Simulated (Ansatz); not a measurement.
## SrF2, thickness series

Consider SrF$_{2}$ in the fluorite structure (space group Fm-3m, No. 225).

```xyz
3
Lattice="0.0000 2.8953 2.8953 2.8953 0.0000 2.8953 2.8953 2.8953 0.0000" Properties=species:S:1:pos:R:3 pbc="T T T"
Sr     0.0000     0.0000     0.0000
F      1.4477     1.4477     1.4477
F      4.3430     4.3430     4.3430
```

Cartesian axes are those of the cell as printed.

Free-standing slabs (3 atom(s) a layer) normal to [111] with 15 Å of vacuum; in-plane cell held at bulk.

Computed with r2SCAN (Ansatz, a first-principles code, PAW, no spin-orbit coupling).

Candidates:
(a) 3 layers
(b) 4 layers
(c) 6 layers
(d) 1 layer

For the base:

| Item | Value |
|---|---|
| Smallest direct gap | 7.70 eV |

Problem. Order them by smallest direct gap, highest first.

Solution. (c) 6 layers (7.34 eV), (b) 4 layers (7.32 eV), (a) 3 layers (7.29 eV), (d) 1 layer (6.89 eV)

Stability against distortions was not tested.
